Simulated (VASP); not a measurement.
# C (C2/m) in VASP: Born charges and dielectric tensor with LDA

Aim: the Born charges and dielectric tensor of C with LDA.

Everything below comes from runs of VASP 6.6.1. Logs are shortened: lines on timing, memory, paths and dates and some standing lists are left out, and cuts for length are marked.

### 1 The crystal as given

It takes space group C2/m (No. 12, monoclinic). Conventional cell: a = 4.237 Å, b = 2.446 Å, c = 3.578 Å, α = 90.00°, β = 112.78°, γ = 90.00°. C (site symmetry m) has 3 C at 1.41 Å as nearest neighbours.

This is a stacking variant of graphite.

### 2 Born charges and dielectric tensor, LDA

Contents of INCAR:

```
ALGO = Fast ; EDIFF = 1E-8
ENCUT = 600 ; GGA = CA
IBRION = 8 ; ISIF = 2
ISMEAR = 0 ; LASPH = T
LCHARG = F ; LEPSILON = T
LREAL = F ; LWAVE = F
NELM = 80 ; NSW = 1
PREC = Accurate ; SIGMA = 0.02
```

Contents of KPOINTS:

```
k-points
0
Gamma
  8 8 4
```

Contents of POSCAR:

```
C
1.0
    2.1184700000     -1.2228300000     -0.0037000000
    2.1184700000      1.2228300000     -0.0037000000
   -1.3793800000      0.0000000000      3.3014600000
C
2
Direct
    0.8334100000      0.8334100000      0.0001800000
    0.1665900000      0.1665900000      0.9998200000
```

Potentials or basis: VASP PAW LDA potentials, release 64 (C).

Started as:

```
> cat potpaw_LDA.64/C/POTCAR > POTCAR
> mpirun -np 1 vasp_std > vasp.out
```

OUTCAR:

```text
EDIFF = 1E-8
   ENCUT = 600
   GGA = CA
   IBRION = 8
   ISIF = 2
   ISMEAR = 0
   LASPH = T
   LEPSILON = T
   LREAL = F
   NELM = 80
   NSW = 1
   PREC = Accurate

 ion  position               nearest neighbor table
   1  0.833  0.833  0.000-   2 1.41   2 1.41   2 1.41
   2  0.167  0.167  1.000-   1 1.41   1 1.41   1 1.41

  LATTYP: Found a base centered monoclinic cell.
 ALAT       =     4.2369464622
 B/A-ratio  =     0.5772223043
 C/A-ratio  =     0.8444841193
 COS(beta)  =    -0.3871243343

  Lattice vectors:

 A1 = (   2.1184700000,  -1.2228300000,  -0.0037000000)
 A2 = (   2.1184700000,   1.2228300000,  -0.0037000000)
 A3 = (  -1.3793800000,   0.0000000000,   3.3014600000)

Analysis of symmetry for initial positions (statically):
=====================================================================
 Subroutine PRICEL returns:
 Original cell was already a primitive cell.

 Routine SETGRP: Setting up the symmetry group for a
 base centered monoclinic supercell.

 Subroutine GETGRP returns: Found  4 space group operations
 (whereof  4 operations were pure point group operations)
 out of a pool of  4 trial point group operations.

The static configuration has the point symmetry C_2h.

Analysis of symmetry for dynamics (positions and initial velocities):
=====================================================================
 Subroutine PRICEL returns:
 Original cell was already a primitive cell.

 Routine SETGRP: Setting up the symmetry group for a
 base centered monoclinic supercell.

 Subroutine GETGRP returns: Found  4 space group operations
 (whereof  4 operations were pure point group operations)
 out of a pool of  4 trial point group operations.

The dynamic configuration has the point symmetry C_2h.

 Subroutine INISYM returns: Found  4 space group operations
 (whereof  4 operations are pure point group operations),
 and found     1 'primitive' translations

----------------------------------------------------------------------------------------

                                     Primitive cell

  volume of cell :      17.0926

  direct lattice vectors                    reciprocal lattice vectors
     2.118470000 -1.222830000 -0.003700000     0.236191746 -0.408887580  0.098683058
     2.118470000  1.222830000 -0.003700000     0.236191746  0.408887580  0.098683058
    -1.379380000  0.000000000  3.301460000     0.000529408  0.000000000  0.303117486

  length of vectors
     2.446066647  2.446066647  3.578034002     0.482404333  0.482404333  0.303117948

  position of ions in fractional coordinates (direct lattice)
     0.833410000  0.833410000  0.000180000
     0.166590000  0.166590000  0.999820000

  ion indices of the primitive-cell ions
   primitive index   ion index
                 1           1
                 2           2

----------------------------------------------------------------------------------------

 KPOINTS: k-points

Automatic generation of k-mesh.
[... 422 lines left out ...]
  ---------------------------------------------------
  free energy    TOTEN  =        -0.72821430 eV

  energy without entropy =       -0.72821430

------------------------ aborting loop because EDIFF is reached ----------------------------------------

--------------------------------------- Ionic step        2  -------------------------------------------

------------------------ aborting loop because EDIFF is reached ----------------------------------------

--------------------------------------- Ionic step        3  -------------------------------------------

------------------------ aborting loop because EDIFF is reached ----------------------------------------

 PIEZOELECTRIC TENSOR FIELD DIRECTION 3  (e Angst)
 -----------------------------------------------------------------------------
    -0.00084  0.00000  0.00019           ( -0.00000  0.00000 -0.00000)
     0.00000  0.00161  0.00000           (  0.00000 -0.00000  0.00000)
     0.00018  0.00000 -0.00179           ( -0.00000  0.00000 -0.00001)

 PIEZOELECTRIC TENSOR FIELD DIRECTION 3  (C/m^2)
 -----------------------------------------------------------------------------
    -0.00079  0.00000  0.00017
     0.00000  0.00151  0.00000
     0.00017  0.00000 -0.00168

--------------------------------------- Ionic step        4  -------------------------------------------
[... 5 lines left out ...]
------------------------ aborting loop because EDIFF is reached ----------------------------------------

--------------------------------------- Ionic step        6  -------------------------------------------

 Free energy of the ion-electron system (eV)
  ---------------------------------------------------
  ---------------------------------------------------
  free energy    TOTEN  =        -0.12141068 eV

  energy without entropy =       -0.12141068

------------------------ aborting loop because EDIFF is reached ----------------------------------------

 INTERNAL STRAIN TENSOR  FOR ION    1  DIRECTION 3   (eV/Angst):
 -----------------------------------------------------------------------------
    -0.10736  0.00000 -0.01962
     0.00000  0.26549  0.00000
    -0.04251  0.00000 -0.24776

 MACROSCOPIC STATIC DIELECTRIC TENSOR (including local field effects in DFT)
 ------------------------------------------------------
          16.273301     0.000000     0.501265
           0.000000    14.849826     0.000000
           0.501263     0.000000     3.415634
 ------------------------------------------------------

 PIEZOELECTRIC TENSOR (including local field effects)  for field in x, y, z        (e  Angst)
          XX          YY          ZZ          XY          YZ          ZX
  --------------------------------------------------------------------------------
  x     0.00000     0.00000     0.00000     0.00000     0.00000     0.00000
  y     0.00000     0.00000     0.00000     0.00000     0.00000     0.00000
  z     0.00000     0.00000     0.00000     0.00000     0.00000     0.00000

 PIEZOELECTRIC TENSOR (including local field effects)  for field in x, y, z        (C/m^2)
          XX          YY          ZZ          XY          YZ          ZX
  --------------------------------------------------------------------------------
  x     0.00000     0.00000     0.00000     0.00000     0.00000     0.00000
  y     0.00000     0.00000     0.00000     0.00000     0.00000     0.00000
  z     0.00000     0.00000     0.00000     0.00000     0.00000     0.00000

 BORN EFFECTIVE CHARGES (including local field effects) (in |e|, cummulative output)
 ---------------------------------------------------------------------------------
 ion    1
    1     0.00000     0.00000     0.00000
    2     0.00000     0.00000     0.00000
    3     0.00000     0.00000     0.00000
 ion    2
    1     0.00000     0.00000     0.00000
    2     0.00000     0.00000     0.00000
    3     0.00000     0.00000     0.00000

 INTERNAL STRAIN TENSOR FOR ION    2 for displacements in x,y,z  (eV/Angst):
          X           Y           Z          XY          YZ          ZX
  --------------------------------------------------------------------------------
  x   -14.23256    14.29166    -0.07022     0.00000     0.00000    -0.23623
  y     0.00000     0.00000     0.00000    14.30091    -0.31256     0.00000
  z     0.10736    -0.26549     0.24776     0.00000     0.00000     0.01962

 SECOND DERIVATIVES (NOT SYMMETRIZED)
 ------------------------------------
               1X          1Y          1Z          2X          2Y          2Z
  1X   -57.768856    0.000000    0.032295   57.768856    0.000000   -0.032295
  1Y     0.000000  -57.470424    0.000000    0.000000   57.470424    0.000000
  1Z     0.032006    0.000000  -17.196414   -0.032006    0.000000   17.196414
  2X    57.768856    0.000000   -0.032295  -57.768856    0.000000    0.032295
  2Y     0.000000   57.470424    0.000000    0.000000  -57.470424    0.000000
  2Z    -0.032006    0.000000   17.196414    0.032006    0.000000  -17.196414

 Eigenvectors and eigenvalues of the dynamical matrix
 ----------------------------------------------------

   1 f  =   48.486755 THz   304.651268 2PiTHz 1617.344061 cm-1   200.525017 meV
             X         Y         Z           dx          dy          dz
      3.530860  0.000000 -0.005573    -0.707107    0.000000    0.000560
     -0.673300  0.000000  3.299633     0.707107   -0.000000   -0.000560
[... 16 lines left out ...]
   5 f  =    0.000000 THz     0.000001 2PiTHz    0.000007 cm-1     0.000001 meV
             X         Y         Z           dx          dy          dz
      3.530860  0.000000 -0.005573     0.707074   -0.006728    0.001310
     -0.673300  0.000000  3.299633     0.707074   -0.006728    0.001310

   6 f/i=    0.000001 THz     0.000004 2PiTHz    0.000023 cm-1     0.000003 meV
             X         Y         Z           dx          dy          dz
      3.530860  0.000000 -0.005573     0.005607    0.645461    0.288701
     -0.673300  0.000000  3.299633     0.005607    0.645461    0.288701

--------------------------------------------------------------------------------------------------------

 MACROSCOPIC STATIC DIELECTRIC TENSOR IONIC CONTRIBUTION
 ------------------------------------------------------
           0.000000     0.000000     0.000000
           0.000000     0.000000     0.000000
           0.000000     0.000000     0.000000
 ------------------------------------------------------

 ELASTIC MODULI CONTR FROM IONIC RELAXATION (kBar)
 Direction    XX          YY          ZZ          XY          YZ          ZX
 --------------------------------------------------------------------------------
 XX        -328.7353    330.1859     -1.7558     -0.0000      0.0000     -5.4660
 YY         330.1859   -331.7784      1.9761      0.0000     -0.0000      5.5054
 ZZ          -1.7558      1.9761     -0.3425      0.0000     -0.0000     -0.0532
 XY          -0.0000      0.0000      0.0000   -333.5696      7.2906     -0.0000
 YZ           0.0000     -0.0000     -0.0000      7.2906     -0.1593      0.0000
 ZX          -5.4660      5.5054     -0.0532     -0.0000      0.0000     -0.0926
 --------------------------------------------------------------------------------

 PIEZOELECTRIC TENSOR IONIC CONTR  for field in x, y, z        (C/m^2)
          XX          YY          ZZ          XY          YZ          ZX
  --------------------------------------------------------------------------------
  x     0.00000     0.00000    -0.00000     0.00000    -0.00000    -0.00000
  y     0.00000     0.00000     0.00000     0.00000     0.00000     0.00000
  z     0.00000     0.00000     0.00000     0.00000     0.00000     0.00000
```

Wall time 86 s (1 thread of Intel Xeon Platinum 8559C (Emerald Rapids), shared host); peak memory 0.18 GiB.

Results:

```yaml
Band_gap_on_the_k_mesh: 1.51 eV, direct
Electronic_dielectric_tensor_diagonal: 16.27, 14.85, 3.42
Born_charges_mean_of_the_diagonal: C +0.00 e
Highest_phonon_frequency_at_Γ: 1617 cm⁻¹
```

Phonon frequencies in cm⁻¹ (negative: imaginary):
```tsv
q point	frequencies
(0.000, 0.000, 0.000)	0 0 0 882 1613 1617
```

Electronic dielectric tensor:
```
16.27  0.00  0.50
 0.00 14.85  0.00
 0.50  0.00  3.42
```

Born effective charge tensors (e):
atom 1, C
```
0.00 0.00 0.00
0.00 0.00 0.00
0.00 0.00 0.00
```
atom 2, C
```
0.00 0.00 0.00
0.00 0.00 0.00
0.00 0.00 0.00
```

Caveat: the k mesh is coarse (spacing up to 0.48 Å⁻¹), so the values aren't converged.
